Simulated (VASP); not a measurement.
# Be18H in VASP: further runs

Runs on Be18H. Level: PBEsol. Tasks: single point.

All numbers are computed with VASP 6.6.1; they aren't measurements. Logs are shortened: lines on timing, memory, paths and dates and some standing lists are left out, and cuts for length are marked.

### Step 1. The slab as given

The cell holds a slab with vacuum, 19 atoms: a = 4.580 Å, b = 6.870 Å, c = 14.588 Å, α = 90.00°, β = 90.00°, γ = 60.00°.

The cell was built by a generator and needn't be a form met in nature.

### Step 2. Single point, PBEsol

INCAR

```
  ALGO = Fast
  EDIFF = 1E-6
  ENCUT = 520
  GGA = PS
  ISIF = 2
  ISMEAR = 0
  LASPH = T
  LCHARG = T
  LELF = T
  LREAL = Auto
  LVHAR = T
  LWAVE = F
  NBANDS = 34
  NELM = 100
  PREC = Accurate
  SIGMA = 0.1
```

KPOINTS

```
k-points
0
Gamma
  6 4 1
```

POSCAR

```
Be18H
1.0
    4.5800000000      0.0000000000      0.0000000000
    3.4350000000      5.9495950000      0.0000000000
    0.0000000000      0.0000000000     14.5884300000
Be H
18 1
Direct
    0.0000000000      0.0000000000      0.0685474722
    0.5000000000      0.0000000000      0.0685474722
    0.0000000420      0.3333332773      0.0685474722
    0.5000000420      0.3333332773      0.0685474722
   -0.0000000420      0.6666667227      0.0685474722
    0.4999999580      0.6666667227      0.0685474722
   -0.1629288755      0.2181686316      0.1945414962
    0.3390066622      0.2177171723      0.1957872095
   -0.1594462575      0.5535277611      0.1953016877
    0.3334093664      0.5519735377      0.1951065331
   -0.1604491851      0.8833139062      0.1942591492
    0.3354706168      0.8876572271      0.1937268781
    0.0097107091     -0.0080096208      0.3218907038
    0.5106196342     -0.0126529621      0.3196141052
    0.0077256595      0.3286487568      0.3220833222
    0.5063177469      0.3281527566      0.3216636060
    0.0106971825      0.6560349066      0.3241529075
    0.5023335199      0.6657503578      0.3175177864
    1.1911944808      0.4197386545      0.3834788253
```

Potentials or basis: VASP PAW PBE potentials, release 64 (Be, H).

Command:

```bash
$ cat potpaw_PBE.64/Be/POTCAR potpaw_PBE.64/H/POTCAR > POTCAR
$ mpirun -np 1 vasp_std > vasp.out
```

OUTCAR:

```text
EDIFF = 1E-6
   ENCUT = 520
   GGA = PS
   ISIF = 2
   ISMEAR = 0
   LASPH = T
   LREAL = Auto
   NELM = 100
   PREC = Accurate

 ion  position               nearest neighbor table
   1  0.000  0.000  0.069-   7 2.25  12 2.26  11 2.27   5 2.29   3 2.29   6 2.29   4 2.29   2 2.29
                             2 2.29
   2  0.500  0.000  0.069-  12 2.25   8 2.26  11 2.28   6 2.29   4 2.29   3 2.29   5 2.29   1 2.29
                             1 2.29
   3  0.000  0.333  0.069-   9 2.27   7 2.27   1 2.29   2 2.29   4 2.29   4 2.29   6 2.29   5 2.29
                             8 2.29
   4  0.500  0.333  0.069-  10 2.26   7 2.27   8 2.28   2 2.29   1 2.29   3 2.29   3 2.29   5 2.29
                             6 2.29
   5  1.000  0.667  0.069-  11 2.24   9 2.26  10 2.27   1 2.29   2 2.29   6 2.29   6 2.29   4 2.29
                             3 2.29
   6  0.500  0.667  0.069-  12 2.25  10 2.28   9 2.29   2 2.29   1 2.29   5 2.29   5 2.29   3 2.29
                             4 2.29
   7  0.837  0.218  0.195-   1 2.25   3 2.27  16 2.27   4 2.27  12 2.28   8 2.28  15 2.29  13 2.29
                            11 2.29   8 2.30  10 2.30   9 2.31
   8  0.339  0.218  0.196-  16 2.26  15 2.26   2 2.26  14 2.27  12 2.28   4 2.28   7 2.28  10 2.28
                             3 2.29  11 2.30   9 2.30   7 2.30
   9  0.841  0.554  0.195-  18 2.23  10 2.25  11 2.26   5 2.26   3 2.27  17 2.28  15 2.28   6 2.29
[... 4 lines left out ...]
                            12 2.29   7 2.29   8 2.30  17 2.33
  12  0.335  0.888  0.194-  18 2.24  14 2.24   6 2.25   2 2.25   1 2.26  13 2.27   8 2.28   7 2.28
                            11 2.29  11 2.29   9 2.30  10 2.31
  13  0.010  0.992  0.322-  18 2.25  12 2.27  14 2.28  11 2.28   7 2.29  14 2.30  17 2.31  16 2.31
                            15 2.31
  14  0.511  0.987  0.320-  18 2.23  12 2.24  11 2.25   8 2.27  13 2.28  17 2.28  13 2.30  15 2.32
                            16 2.33
  15  0.008  0.329  0.322-  19 1.56  17 2.26   8 2.26  16 2.28   9 2.28   7 2.29  16 2.30  13 2.31
                            18 2.32  14 2.32
  16  0.506  0.328  0.322-  19 1.54  17 2.26   8 2.26   7 2.27  10 2.28  15 2.28  15 2.30  13 2.31
                            18 2.31  14 2.33
  17  0.011  0.656  0.324-  15 2.26  16 2.26  10 2.28   9 2.28  14 2.28  18 2.29  18 2.30  13 2.31
                            11 2.33
  18  0.502  0.666  0.318-  14 2.23   9 2.23  10 2.24  12 2.24  13 2.25  17 2.29  17 2.30  16 2.31
                            15 2.32
  19  0.191  0.420  0.383-  16 1.54  15 1.56

  LATTYP: Found a simple monoclinic cell.
 ALAT       =     4.5800000000
 B/A-ratio  =     3.1852467249
 C/A-ratio  =     1.3228757576
 COS(beta)  =    -0.1889822219

  Lattice vectors:

 A1 = (   4.5800000000,   0.0000000000,   0.0000000000)
 A2 = (   0.0000000000,   0.0000000000, -14.5884300000)
 A3 = (  -1.1450000000,   5.9495950000,   0.0000000000)

Analysis of symmetry for initial positions (statically):
=====================================================================
 Subroutine PRICEL returns:
 Original cell was already a primitive cell.

 Routine SETGRP: Setting up the symmetry group for a
 simple monoclinic supercell.

 Subroutine GETGRP returns: Found  1 space group operations
 (whereof  1 operations were pure point group operations)
 out of a pool of  4 trial point group operations.

The static configuration has the point symmetry C_1 .

Analysis of symmetry for dynamics (positions and initial velocities):
=====================================================================
 Subroutine PRICEL returns:
 Original cell was already a primitive cell.

 Routine SETGRP: Setting up the symmetry group for a
 simple monoclinic supercell.

 Subroutine GETGRP returns: Found  1 space group operations
 (whereof  1 operations were pure point group operations)
 out of a pool of  4 trial point group operations.

The dynamic configuration has the point symmetry C_1 .

 Subroutine INISYM returns: Found  1 space group operations
 (whereof  1 operations are pure point group operations),
 and found     1 'primitive' translations

----------------------------------------------------------------------------------------

                                     Primitive cell

  volume of cell :     397.5222

  direct lattice vectors                    reciprocal lattice vectors
     4.580000000  0.000000000  0.000000000     0.218340611 -0.126059001  0.000000000
     3.435000000  5.949595000  0.000000000     0.000000000  0.168078668  0.000000000
     0.000000000  0.000000000 14.588430000     0.000000000  0.000000000  0.068547472

  length of vectors
[... 83 lines left out ...]
 -----------------------------------------------------------------------------

 Subroutine IBZKPT returns following result:
 ===========================================

 Found     14 irreducible k-points:

 Following reciprocal coordinates:
            Coordinates               Weight
  0.000000  0.000000  0.000000      1.000000
  0.166667 -0.000000  0.000000      2.000000
  0.333333  0.000000  0.000000      2.000000
  0.500000  0.000000  0.000000      1.000000
  0.000000  0.250000  0.000000      2.000000
  0.166667  0.250000  0.000000      2.000000
  0.333333  0.250000  0.000000      2.000000
  0.500000  0.250000  0.000000      2.000000
 -0.333333  0.250000  0.000000      2.000000
 -0.166667  0.250000  0.000000      2.000000
  0.000000  0.500000  0.000000      1.000000
  0.166667  0.500000  0.000000      2.000000
  0.333333  0.500000  0.000000      2.000000
  0.500000  0.500000  0.000000      1.000000
   k-points           NKPTS =     14   k-points in BZ     NKDIM =     14   number of bands    NBANDS=     34
   number of dos      NEDOS =    301   number of ions     NIONS =     19
   total plane-waves  NPLWV = 209952
   dimension x,y,z NGX =    36 NGY =   54 NGZ =  108
   dimension x,y,z NGXF=    72 NGYF=  108 NGZF=  216
   ions per type =              18   1
   NGX,Y,Z   is equivalent  to a cutoff of  13.07, 13.07, 12.31 a.u.
   NGXF,Y,Z  is equivalent  to a cutoff of  26.13, 26.13, 24.61 a.u.
 SYSTEM =  unknown system
   PREC   = accura    normal or accurate (medium, high low for compatibility)
   ISTART =      0    job   : 0-new  1-cont  2-samecut
   ICHARG =      2    charge: 1-file 2-atom 10-const
   ISPIN  =      1    spin polarized calculation?
   LNONCOLLINEAR =      F non collinear calculations
   LSORBIT =      F    spin-orbit coupling
   LASPH  =      T    aspherical Exc in radial PAW
   ENCUT  =  520.0 eV  38.22 Ry    6.18 a.u.   8.52 12.77 27.12*2*pi/ulx,y,z
   NELM   =    100;   NELMIN=  2; NELMDL= -5     # of ELM steps
   EDIFF  = 0.1E-05   stopping-criterion for ELM
   LREAL  =      T    real-space projection
   EDIFFG = 0.1E-04   stopping-criterion for IOM
   NSW    =      0    number of steps for IOM
   IBRION =     -1    ionic relax: 0-MD 1-quasi-New 2-CG
   NFREE  =      0    steps in history (QN), initial steepest desc. (CG)
   ISIF   =      2    stress and relaxation
   ISYM   =      2    0-nonsym 1-usesym 2-fastsym
   POTIM  = 0.5000    time-step for ionic-motion
   TEBEG  =    0.0;   TEEND  =   0.0 temperature during run
   PSTRESS=    0.0 pullay stress
   NELECT =      37.0000    total number of electrons
   NUPDOWN=      -1.0000    fix difference up-down
   EMIN   =  10.00;   EMAX   =-10.00  energy-range for DOS
   EFERMI =   0.00;   METHOD = LEGACY
   ISMEAR =     0;   SIGMA  =   0.10  broadening in eV -4-tet -1-fermi 0-gaus
   EFERMI_NEDOS =   21; number of points for ismear=-14 and -15
   IALGO  =     68    algorithm
   IMIX   =      4    mixing-type and parameters
     AMIX     =   0.40;   BMIX     =  1.00
     AMIX_MAG =   1.60;   BMIX_MAG =  1.00
  volume/ion in A,a.u.               =      20.92       141.19
  Fermi-wavevector in a.u.,A,eV,Ry     =   0.741916  1.402019  7.489189  0.550440
  Thomas-Fermi vector in A             =   1.836671
   LORBIT       =      0    0 simple, 1 ext, 2 COOP (PROOUT), +10 PAW based schemes
   GGA     = PS    functional components
   LHFCALC =     F    Hartree Fock is set to
   AEXX    =    0.0000 exact exchange contribution
   IVDW    =     0    specifies the selected vdW correction
   LEPSILON=     F    determine dielectric tensor
   LRPA    =     F    only Hartree local field effects (RPA)
 non-spin polarized calculation
 RMM-DIIS sequential band-by-band and
 Gauss-broadening in eV      SIGMA  =   0.10
  energy-cutoff  :      520.00
  volume of cell :      397.52
 maximum number of plane-waves:     10732
 NGX is ok and might be reduce to    36
   NGX = 17   NGY = 25   NGZ = 55

 number of electron      37.0000000 magnetization

 Free energy of the ion-electron system (eV)
  ---------------------------------------------------
  ext. energy  EPLUGINS =         0.00000000
  ---------------------------------------------------
  free energy    TOTEN  =       -68.99634744 eV

  energy without entropy =      -68.96936186  energy(sigma->0) =      -68.98285465

 E-fermi :  -0.9096     XC(G=0):  -5.2889

 val. band max:       -0.9536963652   @ k =   0.0000   0.5000   0.0000
 cond. band min:      -0.9087278432   @ k =   0.0000   0.2500   0.0000
 fundamental gap:      0.0449685220
 Fermi energy:        -0.9096057096

 k-point     1 :       0.0000    0.0000    0.0000
  band No.  band energies     occupation
      1     -10.5280      2.00000
      2      -8.7680      2.00000
      3      -7.5088      2.00000
      4      -7.2775      2.00000
      5      -6.5948      2.00000
      6      -5.1514      2.00000
[... 451 lines left out ...]
     29       4.1513      0.00000
     30       4.2298      0.00000
 [bands above 30 left out]

------------------------ aborting loop because EDIFF is reached ----------------------------------------

  FORCE on cell =-STRESS in cart. coord.  units (eV):
  Direction    XX          YY          ZZ          XY          YZ          ZX
  --------------------------------------------------------------------------------------
  -------------------------------------------------------------------------------------
  Total      -14.8660288    -14.5645407      0.1868429      0.0381988      1.0582211     -0.3116044
  in kB      -59.9161796    -58.7010593      0.7530534      0.1539570      4.2650639     -1.2558931
  external PRESSURE =     -39.2880618 kB  Pullay stress =       0.0000000 kB

 VOLUME and BASIS-vectors are now :
 -----------------------------------------------------------------------------
  energy-cutoff  :      520.00
  volume of cell :      397.52
      direct lattice vectors                 reciprocal lattice vectors
     4.580000000  0.000000000  0.000000000     0.218340611 -0.126059001  0.000000000
     3.435000000  5.949595000  0.000000000     0.000000000  0.168078668  0.000000000
     0.000000000  0.000000000 14.588430000     0.000000000  0.000000000  0.068547472

 POSITION                                       TOTAL-FORCE (eV/Angst)
 -----------------------------------------------------------------------------------
      0.00000      0.00000      1.00000         0.004357     -0.018616     -0.093859
      2.29000      0.00000      1.00000         0.024278      0.082080      0.011515
      1.14500      1.98320      1.00000         0.070846     -0.067760     -0.071738
      3.43500      1.98320      1.00000        -0.059008     -0.048374     -0.008668
      6.87000      3.96640      1.00000         0.038694     -0.083047      0.117922
      4.58000      3.96640      1.00000        -0.007480     -0.089395     -0.007613
[... 11 lines left out ...]
      4.58754      3.96095      4.63209        -0.004298     -0.004567     -0.001085
      2.31747      2.49728      5.59435        -0.058369      0.238093     -0.002018
 -----------------------------------------------------------------------------------
    total drift:                                0.000685     -0.001974      0.001149

  FREE ENERGIE OF THE ION-ELECTRON SYSTEM (eV)
  ---------------------------------------------------
  free  energy   TOTEN  =       -68.9963474425 eV

  energy  without entropy=      -68.9693618587  energy(sigma->0) =      -68.98285465
```

Wall time 2.5 min (1 thread of Intel Xeon 6975P-C (Granite Rapids), shared host); peak memory 0.51 GiB.

What came out:

* Free energy: -68.9963 eV
* Largest force: 0.245 eV/Å
* Band gap on the k mesh: none (metal or under the smearing width)

Forces in eV/Å, atoms in the order of the input:
```
Be   0.004 -0.019 -0.094
Be   0.024  0.082  0.012
Be   0.071 -0.068 -0.072
Be  -0.059 -0.048 -0.009
Be   0.039 -0.083  0.118
Be  -0.007 -0.089 -0.008
Be  -0.002  0.004  0.010
Be   0.003  0.003  0.015
Be  -0.005 -0.006 -0.015
Be   0.003 -0.007 -0.011
Be   0.002 -0.001  0.002
Be  -0.004  0.000 -0.004
Be  -0.006 -0.004  0.022
Be   0.006  0.013  0.010
Be  -0.003 -0.016  0.010
Be  -0.010 -0.007  0.021
Be   0.006  0.012 -0.004
Be  -0.004 -0.005 -0.001
H   -0.058  0.238 -0.002
```

Levels at points of the mesh, in eV from the Fermi level:
```
           k point  band 15  band 16  band 17  band 18  band 19  band 20  band 21  band 22
(0.00, 0.00, 0.00)    -1.67    -1.22    -0.94    -0.21    -0.05     1.27     2.00     2.72
(0.50, 0.00, 0.00)    -0.69    -0.53    -0.17     0.10     0.17     0.35     1.03     1.31
(0.00, 0.50, 0.00)    -1.73    -1.69    -1.32    -0.86    -0.19    -0.04     2.11     2.78
(0.50, 0.50, 0.00)    -1.18    -0.38    -0.26    -0.13     0.46     0.56     2.22     2.71
```

Caveat: the PAW data sets were made with another functional, which shifts forces and pressure a little.

### Step 3. Single point, PBEsol

INCAR

```
SYSTEM = Be18H
  ALGO = Fast
  EDIFF = 1E-7
  ENCUT = 520
  GGA = PS
  ISIF = 2
  ISMEAR = 0
  LASPH = .TRUE.
  LCHARG = .FALSE.
  LREAL = Auto
  LWAVE = .FALSE.
  NBANDS = 34
  NELM = 100
  PREC = Accurate
  SIGMA = 0.1
```

KPOINTS

```
k-points
0
G
  6 4 1
  0 0 0
```

POSCAR

```
Be18H
1.0
    4.5800000000      0.0000000000      0.0000000000
    3.4350000000      5.9495950000      0.0000000000
    0.0000000000      0.0000000000     14.5884300000
Be H
18 1
Direct
    0.0000000000      0.0000000000      0.0685474722
    0.5000000000      0.0000000000      0.0685474722
    0.0000000420      0.3333332773      0.0685474722
    0.5000000420      0.3333332773      0.0685474722
   -0.0000000420      0.6666667227      0.0685474722
    0.4999999580      0.6666667227      0.0685474722
   -0.1652685847      0.2201598596      0.1954860119
    0.3346725018      0.2202116279      0.1935435136
   -0.1626227234      0.5566236021      0.1963627340
    0.3279238981      0.5565072917      0.1963714396
   -0.1671473216      0.8889754681      0.1934373336
    0.3323153605      0.8906071758      0.1941165705
    0.0039203592     -0.0049092417      0.3201639244
    0.5043517485     -0.0064352279      0.3201436344
   -0.0027183576      0.3358914346      0.3205314074
    0.4984301262      0.3360358142      0.3208313026
   -0.0019709521      0.6694660729      0.3225816623
    0.4970095115      0.6698202147      0.3202594796
    1.2444331123      0.3397348895      0.3872511984
```

Potentials or basis: VASP PAW PBE potentials, release 64 (Be, H).

Command:

```bash
$ cat potpaw_PBE.64/Be/POTCAR potpaw_PBE.64/H/POTCAR > POTCAR
$ mpirun -np 1 vasp_std > vasp.out
```

Run time: 2.9 min. Hardware: 1 thread of Intel Xeon 6975P-C (Granite Rapids), shared host; peak memory 0.51 GiB.

It converged, with:

| Item | Value |
| --- | --- |
| Free energy | -68.8651 eV |
| Largest force | 0.156 eV/Å |
| Band gap on the k mesh | none (metal or under the smearing width) |

Forces on the atoms (eV/Å):
```
Be   0.032  0.049 -0.048
Be  -0.035  0.086  0.069
Be   0.038  0.017 -0.070
Be  -0.047  0.034 -0.063
Be   0.018 -0.115  0.105
Be  -0.006 -0.073 -0.060
Be   0.000  0.004  0.000
Be   0.002  0.002  0.005
Be  -0.004  0.000  0.000
Be   0.002 -0.002 -0.001
Be   0.001 -0.001  0.003
Be  -0.001 -0.003 -0.002
Be  -0.001  0.003  0.013
Be   0.000  0.006  0.011
Be  -0.012 -0.003  0.004
Be   0.006 -0.002  0.007
Be   0.000  0.003  0.008
Be   0.000 -0.003  0.010
H    0.004 -0.002  0.013
```

Levels at points of the mesh, in eV from the Fermi level:
```csv
k point,band 15,band 16,band 17,band 18,band 19,band 20,band 21,band 22,band 23,band 24
"(0.00, 0.00, 0.00)",-1.70,-1.17,-0.96,-0.22,-0.06,1.33,2.04,2.78,3.13,3.50
"(0.50, 0.00, 0.00)",-0.60,-0.57,-0.18,0.12,0.13,0.35,1.02,1.29,2.13,2.38
"(0.00, 0.50, 0.00)",-1.70,-1.69,-1.32,-0.88,-0.16,-0.06,2.23,2.80,3.14,3.50
"(0.50, 0.50, 0.00)",-1.18,-0.38,-0.24,-0.13,0.48,0.56,2.18,2.71,3.39,3.44
```

Caveat: the PAW data sets were made with another functional, which shifts forces and pressure a little.
